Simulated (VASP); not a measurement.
# W (Im-3m) in VASP: further runs

The runs below take W through single point, with r2SCAN.

Program: VASP 6.6.1. These are calculated values, not measurements. Logs are shortened: lines on timing, memory, paths and dates and some standing lists are left out, and cuts for length are marked.

## (1) The crystal as given

Symmetry: Im-3m, No. 229, cubic system. The conventional cell has a = 3.173 Å, b = 3.173 Å, c = 3.173 Å, α = 90.00°, β = 90.00°, γ = 90.00°. W (site symmetry m-3m) is surrounded by 8 W at 2.75 Å.

## (2) Single point, r2SCAN

Contents of INCAR:

```
SYSTEM = W
PREC = Accurate ; ENCUT = 520
EDIFF = 1E-7 ; ISMEAR = 0
SIGMA = 0.1 ; LREAL = .FALSE.
LASPH = .TRUE. ; NELM = 60
ALGO = Normal ; ISIF = 2
LWAVE = .FALSE. ; LCHARG = .FALSE.
METAGGA = R2SCAN ; LMIXTAU = .TRUE.
```

Contents of KPOINTS:

```
regular mesh
0
G
  18 18 18
  0 0 0
```

Contents of POSCAR:

```
W                                       
1.0
   -1.5862724354      1.5862724354      1.5862724354
    1.5862724354     -1.5862724354      1.5862724354
    1.5862724354      1.5862724354     -1.5862724354
  W             
     1
Direct
     0.0000000000000000    0.0000000000000000    0.0000000000000000
```

Potentials or basis: VASP PAW PBE potentials, release 64 (W_sv).

Launch:

```
$ cat potpaw_PBE.64/W_sv/POTCAR > POTCAR
$ mpirun -np 1 vasp_std > vasp.out
```

OUTCAR:

```text
SYSTEM = W
   PREC = Accurate
   ENCUT = 520
   EDIFF = 1E-7
   ISMEAR = 0
   LREAL = .FALSE.
   LASPH = .TRUE.
   NELM = 60
   ISIF = 2
   METAGGA = R2SCAN

 ion  position               nearest neighbor table
   1  0.000  0.000  0.000-

  LATTYP: Found a body centered cubic cell.
 ALAT       =     3.1725448708

  Lattice vectors:

 A1 = (  -1.5862724354,   1.5862724354,   1.5862724354)
 A2 = (   1.5862724354,  -1.5862724354,   1.5862724354)
 A3 = (   1.5862724354,   1.5862724354,  -1.5862724354)

Analysis of symmetry for initial positions (statically):
=====================================================================
 Subroutine PRICEL returns:
 Original cell was already a primitive cell.

 Routine SETGRP: Setting up the symmetry group for a
 body centered cubic supercell.

 Subroutine GETGRP returns: Found 48 space group operations
 (whereof 48 operations were pure point group operations)
 out of a pool of 48 trial point group operations.

The static configuration has the point symmetry O_h .

Analysis of symmetry for dynamics (positions and initial velocities):
=====================================================================
 Subroutine PRICEL returns:
 Original cell was already a primitive cell.

 Routine SETGRP: Setting up the symmetry group for a
 body centered cubic supercell.

 Subroutine GETGRP returns: Found 48 space group operations
 (whereof 48 operations were pure point group operations)
 out of a pool of 48 trial point group operations.

The dynamic configuration has the point symmetry O_h .

 Subroutine INISYM returns: Found 48 space group operations
 (whereof 48 operations are pure point group operations),
 and found     1 'primitive' translations

----------------------------------------------------------------------------------------

                                     Primitive cell

  volume of cell :      15.9659

  direct lattice vectors                    reciprocal lattice vectors
    -1.586272435  1.586272435  1.586272435     0.000000000  0.315204368  0.315204368
     1.586272435 -1.586272435  1.586272435     0.315204368  0.000000000  0.315204368
     1.586272435  1.586272435 -1.586272435     0.315204368  0.315204368  0.000000000

  length of vectors
     2.747504453  2.747504453  2.747504453     0.445766292  0.445766292  0.445766292

  position of ions in fractional coordinates (direct lattice)
     0.000000000  0.000000000  0.000000000

  ion indices of the primitive-cell ions
   primitive index   ion index
                 1           1

----------------------------------------------------------------------------------------

 KPOINTS: regular mesh

Automatic generation of k-mesh.
 Grid dimensions read from file:
 generate k-points for:   18   18   18

 Generating k-lattice:

  Cartesian coordinates                     Fractional coordinates (reciprocal lattice)
     0.000000000  0.017511354  0.017511354     0.055555556  0.000000000  0.000000000
     0.017511354  0.000000000  0.017511354     0.000000000  0.055555556  0.000000000
     0.017511354  0.017511354  0.000000000     0.000000000  0.000000000  0.055555556

  Length of vectors
     0.024764794  0.024764794  0.024764794

  Shift w.r.t. Gamma in fractional coordinates (k-lattice)
     0.000000000  0.000000000  0.000000000

 Subroutine IBZKPT returns following result:
 ===========================================

 Found    195 irreducible k-points:

 Following reciprocal coordinates:
            Coordinates               Weight
  0.000000  0.000000  0.000000      1.000000
  0.055556  0.000000  0.000000     12.000000
  0.111111  0.000000  0.000000     12.000000
  0.166667  0.000000  0.000000     12.000000
  0.222222  0.000000  0.000000     12.000000
  0.277778  0.000000  0.000000     12.000000
[... 16 lines left out ...]
  0.333333  0.111111  0.000000     48.000000
  0.388889  0.111111 -0.000000     48.000000
 [... further k-points ...]
   k-points           NKPTS =    195   k-points in BZ     NKDIM =    195   number of bands    NBANDS=     11
   number of dos      NEDOS =    301   number of ions     NIONS =      1
   total plane-waves  NPLWV =   8000
   dimension x,y,z NGX =    20 NGY =   20 NGZ =   20
   dimension x,y,z NGXF=    40 NGYF=   40 NGZF=   40
   ions per type =               1
   NGX,Y,Z   is equivalent  to a cutoff of  12.10, 12.10, 12.10 a.u.
   NGXF,Y,Z  is equivalent  to a cutoff of  24.20, 24.20, 24.20 a.u.
 SYSTEM =  W
   PREC   = accura    normal or accurate (medium, high low for compatibility)
   ISTART =      0    job   : 0-new  1-cont  2-samecut
   ICHARG =      2    charge: 1-file 2-atom 10-const
   ISPIN  =      1    spin polarized calculation?
   LNONCOLLINEAR =      F non collinear calculations
   LSORBIT =      F    spin-orbit coupling
   LASPH  =      T    aspherical Exc in radial PAW
   ENCUT  =  520.0 eV  38.22 Ry    6.18 a.u.   5.11  5.11  5.11*2*pi/ulx,y,z
   NELM   =     60;   NELMIN=  2; NELMDL= -5     # of ELM steps
   EDIFF  = 0.1E-06   stopping-criterion for ELM
   LREAL  =      F    real-space projection
   EDIFFG = 0.1E-05   stopping-criterion for IOM
   NSW    =      0    number of steps for IOM
   IBRION =     -1    ionic relax: 0-MD 1-quasi-New 2-CG
   NFREE  =      0    steps in history (QN), initial steepest desc. (CG)
   ISIF   =      2    stress and relaxation
   ISYM   =      2    0-nonsym 1-usesym 2-fastsym
   POTIM  = 0.5000    time-step for ionic-motion
   TEBEG  =    0.0;   TEEND  =   0.0 temperature during run
   PSTRESS=    0.0 pullay stress
   NELECT =      14.0000    total number of electrons
   NUPDOWN=      -1.0000    fix difference up-down
   EMIN   =  10.00;   EMAX   =-10.00  energy-range for DOS
   EFERMI =   0.00;   METHOD = LEGACY
   ISMEAR =     0;   SIGMA  =   0.10  broadening in eV -4-tet -1-fermi 0-gaus
   EFERMI_NEDOS =   21; number of points for ismear=-14 and -15
   IALGO  =     38    algorithm
   IMIX   =      4    mixing-type and parameters
     AMIX     =   0.40;   BMIX     =  1.00
     AMIX_MAG =   1.60;   BMIX_MAG =  1.00
  volume/ion in A,a.u.               =      15.97       107.74
  Fermi-wavevector in a.u.,A,eV,Ry     =   1.566943  2.961092 33.406506  2.455309
  Thomas-Fermi vector in A             =   2.669196
   LORBIT       =      0    0 simple, 1 ext, 2 COOP (PROOUT), +10 PAW based schemes
   METAGGA = R2SCAN    functional components
   LHFCALC =     F    Hartree Fock is set to
   AEXX    =    0.0000 exact exchange contribution
   IVDW    =     0    specifies the selected vdW correction
   LEPSILON=     F    determine dielectric tensor
   LRPA    =     F    only Hartree local field effects (RPA)
 non-spin polarized calculation
 Gauss-broadening in eV      SIGMA  =   0.10
  energy-cutoff  :      520.00
  volume of cell :       15.97
 maximum number of plane-waves:       444
   NGX = 11   NGY = 11   NGZ = 11

 number of electron      14.0000002 magnetization

 Free energy of the ion-electron system (eV)
  ---------------------------------------------------
  ext. energy  EPLUGINS =         0.00000000
  ---------------------------------------------------
  free energy    TOTEN  =       -51.34783092 eV

  energy without entropy =      -51.34419162  energy(sigma->0) =      -51.34601127

 E-fermi :  11.1795     XC(G=0): -14.9117

 val. band max:       11.1698628088   @ k =  -0.1667   0.1667   0.0556
 cond. band min:      11.1916012929   @ k =  -0.3889   0.3889   0.2778
 fundamental gap:      0.0217384841
 Fermi energy:        11.1795020757

 k-point     1 :       0.0000    0.0000    0.0000
  band No.  band energies     occupation
      1     -64.9308      2.00000
      2     -27.8024      2.00000
      3     -27.8024      2.00000
      4     -27.8024      2.00000
      5       1.0979      2.00000
      6       9.9181      2.00000
      7       9.9181      2.00000
      8       9.9181      2.00000
      9      13.7365      0.00000
     10      13.7365      0.00000
     11      26.4289      0.00000

 k-point     2 :       0.0556    0.0000    0.0000
  band No.  band energies     occupation
      1     -64.9264      2.00000
      2     -27.8463      2.00000
      3     -27.8160      2.00000
      4     -27.8027      2.00000
      5       1.2531      2.00000
      6       9.8223      2.00000
      7       9.8958      2.00000
      8      10.0669      2.00000
      9      13.5802      0.00000
     10      13.7359      0.00000
     11      26.5611      0.00000

 k-point     3 :       0.1111    0.0000    0.0000
  band No.  band energies     occupation
      1     -64.9138      2.00000
      2     -27.9712      2.00000
      3     -27.8549      2.00000
      4     -27.8033      2.00000
      5       1.7017      2.00000
      6       9.5579      2.00000
      7       9.8024      2.00000
      8      10.5085      2.00000
      9      13.2421      0.00000
     10      13.7420      0.00000
     11      26.8903      0.00000

 k-point     4 :       0.1667    0.0000    0.0000
  band No.  band energies     occupation
      1     -64.8944      2.00000
      2     -28.1588      2.00000
      3     -27.9140      2.00000
      4     -27.8042      2.00000
      5       2.3888      2.00000
      6       9.1807      2.00000
      7       9.5964      2.00000
      8      11.2274      0.49805
      9      12.9828      0.00000
     10      13.7745      0.00000
     11      27.1707      0.00000
[... 239 lines left out ...]
 k-point    22 :       0.2778    0.1111    0.0000
  band No.  band energies     occupation
      1     -64.8146      2.00000
      2     -28.8259      2.00000
      3     -28.1581      2.00000
      4     -27.8648      2.00000
      5       4.9170      2.00000
      6       8.0216      2.00000
      7       9.0857      2.00000
      8      13.0259      0.00000
      9      14.4581      0.00000
     10      15.3721      0.00000
     11      25.0328      0.00000

 k-point    23 :       0.3333    0.1111    0.0000
  band No.  band energies     occupation
      1     -64.7961      2.00000
      2     -28.9691      2.00000
      3     -28.2273      2.00000
      4     -27.8673      2.00000
      5       5.1128      2.00000
      6       7.7773      2.00000
      7       9.7357      2.00000
      8      13.3135      0.00000
      9      14.5991      0.00000
     10      16.6950      0.00000
     11      23.7484      0.00000

 k-point    24 :       0.3889    0.1111   -0.0000
  band No.  band energies     occupation
      1     -64.7840      2.00000
      2     -29.0610      2.00000
      3     -28.2725      2.00000
      4     -27.8689      2.00000
      5       5.1223      2.00000
      6       7.6275      2.00000
      7      10.4624      2.00000
      8      13.4195      0.00000
      9      14.8099      0.00000
     10      17.7570      0.00000
     11      22.6007      0.00000

 [... further k-points ...]
[... 5 lines left out ...]
  --------------------------------------------------------------------------------------
  -------------------------------------------------------------------------------------
  Total       -0.0016957     -0.0016957     -0.0016957      0.0000000      0.0000000      0.0000000
  in kB       -0.1701618     -0.1701618     -0.1701618      0.0000000      0.0000000      0.0000000
  external PRESSURE =      -0.1701618 kB  Pullay stress =       0.0000000 kB

 VOLUME and BASIS-vectors are now :
 -----------------------------------------------------------------------------
  energy-cutoff  :      520.00
  volume of cell :       15.97
      direct lattice vectors                 reciprocal lattice vectors
    -1.586272435  1.586272435  1.586272435     0.000000000  0.315204368  0.315204368
     1.586272435 -1.586272435  1.586272435     0.315204368  0.000000000  0.315204368
     1.586272435  1.586272435 -1.586272435     0.315204368  0.315204368  0.000000000

 POSITION                                       TOTAL-FORCE (eV/Angst)
 -----------------------------------------------------------------------------------
      0.00000      0.00000      0.00000        -0.000000      0.000000     -0.000000
 -----------------------------------------------------------------------------------
    total drift:                                0.000000     -0.000000      0.000000

  FREE ENERGIE OF THE ION-ELECTRON SYSTEM (eV)
  ---------------------------------------------------
  free  energy   TOTEN  =       -51.3478309246 eV

  energy  without entropy=      -51.3441916242  energy(sigma->0) =      -51.34601127
```

Wall time 1.8 min (1 thread of Intel Xeon 6975P-C (Granite Rapids), shared host); peak memory 0.16 GiB.

What came out:

* Free energy: -51.3478 eV
* Pressure: 0.0 GPa
* Band gap on the k mesh: none (metal or under the smearing width)

Caveat: the PAW data sets were made with another functional, which shifts forces and pressure a little.

## (3) Single point, r2SCAN (a relaxed cell with its volume scaled by 0.97)

INCAR is that of step 2.

KPOINTS is that of step 2.

Contents of POSCAR:

```
W                                       
1.0
   -1.5702483859      1.5702483859      1.5702483859
    1.5702483859     -1.5702483859      1.5702483859
    1.5702483859      1.5702483859     -1.5702483859
  W             
     1
Direct
     0.0000000000000000    0.0000000000000000    0.0000000000000000
```

Potentials or basis: VASP PAW PBE potentials, release 64 (W_sv).

Launch:

```
$ cat potpaw_PBE.64/W_sv/POTCAR > POTCAR
$ mpirun -np 1 vasp_std > vasp.out
```

OUTCAR:

```text
SYSTEM = W
   PREC = Accurate
   ENCUT = 520
   EDIFF = 1E-7
   ISMEAR = 0
   LREAL = .FALSE.
   LASPH = .TRUE.
   NELM = 60
   ISIF = 2
   METAGGA = R2SCAN

 ion  position               nearest neighbor table
   1  0.000  0.000  0.000-

  LATTYP: Found a body centered cubic cell.
 ALAT       =     3.1404967718

  Lattice vectors:

 A1 = (  -1.5702483859,   1.5702483859,   1.5702483859)
[... 505 lines left out ...]
 k-point    24 :       0.3889    0.1111    0.0000
  band No.  band energies     occupation
      1     -64.2806      2.00000
      2     -28.6595      2.00000
      3     -27.7869      2.00000
      4     -27.3446      2.00000
      5       5.3804      2.00000
      6       7.9271      2.00000
      7      10.9546      2.00000
      8      13.9411      0.00000
      9      15.3978      0.00000
     10      18.4825      0.00000
     11      23.4954      0.00000

 [... further k-points ...]
[... 5 lines left out ...]
  --------------------------------------------------------------------------------------
  -------------------------------------------------------------------------------------
  Total        1.0011305      1.0011305      1.0011305      0.0000000     -0.0000000      0.0000000
  in kB      103.5705321    103.5705321    103.5705321      0.0000000     -0.0000000      0.0000000
  external PRESSURE =     103.5705321 kB  Pullay stress =       0.0000000 kB

 VOLUME and BASIS-vectors are now :
 -----------------------------------------------------------------------------
  energy-cutoff  :      520.00
  volume of cell :       15.49
      direct lattice vectors                 reciprocal lattice vectors
    -1.570248386  1.570248386  1.570248386     0.000000000  0.318420961  0.318420961
     1.570248386 -1.570248386  1.570248386     0.318420961  0.000000000  0.318420961
     1.570248386  1.570248386 -1.570248386     0.318420961  0.318420961  0.000000000

 POSITION                                       TOTAL-FORCE (eV/Angst)
 -----------------------------------------------------------------------------------
      0.00000      0.00000      0.00000         0.000000      0.000000     -0.000000
 -----------------------------------------------------------------------------------
    total drift:                                0.000000     -0.000000      0.000000

  FREE ENERGIE OF THE ION-ELECTRON SYSTEM (eV)
  ---------------------------------------------------
  free  energy   TOTEN  =       -51.3325110789 eV

  energy  without entropy=      -51.3291717396  energy(sigma->0) =      -51.33084141
```

Run time: 90 s. Hardware: 1 thread of Intel Xeon 6975P-C (Granite Rapids), shared host; peak memory 0.16 GiB.

What came out:

| Property | Result |
| --- | --- |
| Free energy | -51.3325 eV |
| Pressure | 10.4 GPa |
| Band gap on the k mesh | none (metal or under the smearing width) |

Caveat: the PAW data sets were made with another functional, which shifts forces and pressure a little.

(Continued in part 2 of 2.)
